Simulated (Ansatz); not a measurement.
# MgO, space group Cm: a single point from a YAML input

Computed with Ansatz 0.2.0, Python API.

The script reads `input.yaml`:
```yaml
crystal:
  lattice:
    - [2.822959, -1.628867, 0.0]
    - [2.822959, 1.628867, 0.0]
    - [-0.004938, 0.0, 15.460542]
  atoms:
    - { symbol: Mg, position: [0.666928, 0.666928, 0.352] }
    - { symbol: Mg, position: [0.666585, 0.666585, 0.020798] }
    - { symbol: Mg, position: [0.0, 0.0, 0.186225] }
    - { symbol: Mg, position: [0.001187, 0.001187, 0.517895] }
    - { symbol: Mg, position: [0.998837, 0.998837, 0.852568] }
    - { symbol: Mg, position: [0.333239, 0.333239, 0.686105] }
    - { symbol: O, position: [0.666708, 0.666708, 0.148392] }
    - { symbol: O, position: [0.6677, 0.6677, 0.479581] }
    - { symbol: O, position: [0.999724, 0.999724, 0.981586] }
    - { symbol: O, position: [0.000104, 0.000104, 0.314001] }
    - { symbol: O, position: [2.4e-05, 2.4e-05, 0.646892] }
    - { symbol: O, position: [0.332254, 0.332254, 0.813928] }
kpoints:
  mp_grid: { kspacing: 0.4 }
hamiltonian:
  xc: lda
scf:
  occupations: { method: fixed }
output:
  stress: true
  eigenvalues: true
```

Run as a notebook:

**Cell 1**
```python
import ansatz as az
```

**Cell 2**
```python
out = az.Session.from_deck("input.yaml").plan().execute()
data = out.report
```
Output:
```text
DeckWarning: basis.ecutwfc = 420 eV, auto-derived from the records' recommended cutoffs: set by Mg (normal level)
```

**Cell 3**
```python
data["published_state_doubts"]
```
Output:
```text
[]
```

**Cell 4**
```python
data["converged"], data["free_energy_ev"]
```
Output:
```text
(True, -14758.489380656405)
```

**Cell 5**
```python
for key in ("converged", "n_iterations", "n_electrons", "n_kpoints", "n_pw", "n_symmetry_ops", "free_energy_ev", "fermi_energy_ev"):
    print(f"{key:18s} {data[key]}")
```
Output:
```text
converged          True
n_iterations       8
n_electrons        96.0
n_kpoints          26
n_pw               2835
n_symmetry_ops     2
free_energy_ev     -14758.489380656405
fermi_energy_ev    4.453854733403241
```

**Cell 6**
```python
fermi = data["fermi_energy_ev"]
print("levels less the Fermi level (eV) at the first k-points")
for k, levels in list(zip(data["kpoints_frac"], data["eigenvalues_ev"]))[:4]:
    print("k = ({:.3f}, {:.3f}, {:.3f})".format(*k))
    print("   ", " ".join(f"{e - fermi:.3f}" for e in levels))
```
Output:
```text
levels less the Fermi level (eV) at the first k-points
k = (0.000, 0.000, 0.000)
    -70.934 -70.874 -70.871 -70.807 -70.757 -70.746 -38.391 -38.358 -38.357 -38.325 -38.318 -38.299 -38.299 -38.296 -38.296 -38.259 -38.230 -38.230 -38.212 -38.186 -38.182 -38.182 -38.172 -38.171 -15.801 -15.595 -15.565 -15.218 -15.179 -14.964 -3.206 -2.627 -2.590 -1.169 -1.129 -0.506 -0.502 -0.399 -0.396 -0.355 -0.351 -0.288 -0.286 -0.232 -0.231 -0.151 -0.149 0.000 3.488 4.815 4.854 6.920 6.974 8.470 9.831 11.490 11.633
k = (0.000, 0.000, -0.500)
    -70.934 -70.874 -70.871 -70.807 -70.757 -70.746 -38.391 -38.358 -38.357 -38.325 -38.318 -38.299 -38.299 -38.296 -38.296 -38.259 -38.230 -38.230 -38.212 -38.186 -38.182 -38.182 -38.172 -38.171 -15.786 -15.679 -15.396 -15.391 -15.082 -14.987 -3.105 -2.990 -1.971 -1.928 -0.505 -0.502 -0.424 -0.407 -0.403 -0.324 -0.322 -0.321 -0.319 -0.316 -0.223 -0.223 -0.152 -0.150 3.857 3.963 5.858 5.933 7.862 7.955 10.351 10.536 12.739
k = (0.000, 0.167, 0.000)
    -70.934 -70.874 -70.870 -70.806 -70.757 -70.746 -38.390 -38.366 -38.359 -38.324 -38.318 -38.306 -38.304 -38.300 -38.298 -38.258 -38.238 -38.231 -38.211 -38.192 -38.184 -38.184 -38.179 -38.173 -15.652 -15.463 -15.432 -15.131 -15.091 -14.900 -2.929 -2.533 -2.504 -1.639 -1.617 -1.152 -1.002 -0.795 -0.757 -0.658 -0.527 -0.488 -0.379 -0.355 -0.340 -0.294 -0.172 -0.062 4.655 5.557 5.598 7.329 7.416 8.981 9.679 11.141 11.422
k = (0.000, 0.167, -0.500)
    -70.934 -70.874 -70.870 -70.806 -70.757 -70.746 -38.390 -38.366 -38.359 -38.324 -38.318 -38.306 -38.304 -38.300 -38.298 -38.258 -38.238 -38.231 -38.211 -38.192 -38.184 -38.184 -38.179 -38.173 -15.640 -15.534 -15.284 -15.281 -15.012 -14.918 -2.873 -2.759 -2.121 -2.067 -1.304 -1.244 -0.979 -0.882 -0.655 -0.604 -0.572 -0.553 -0.416 -0.413 -0.263 -0.193 -0.177 -0.128 4.861 4.972 6.385 6.493 8.224 8.389 10.246 10.473 11.798
```

Caveats:
- Absolute energies stand on the zero of these potentials, so only differences at equal settings mean something. A total without «per atom» is that of the cell as typed.
- An absolute Fermi energy rests on an arbitrary zero of the periodic potential and has no direct meaning.
- Within a few hundredths of an angstrom the cell has the higher group P3m1; the lower one is a small distortion.
- The structure comes from a database of computed cells and needn't be a stable or known phase.
- Gaps and levels are Kohn-Sham values on a finite set of k-points.
- Warnings are shown shortened and without file and line.
- Wall time of the script: 8.8 s on 1 thread of Intel(R) Xeon(R) 6975P-C (Granite Rapids), on a shared host, peak memory 0.47 GiB.

(Lines on the test bed's own set-up are left out of the output.)
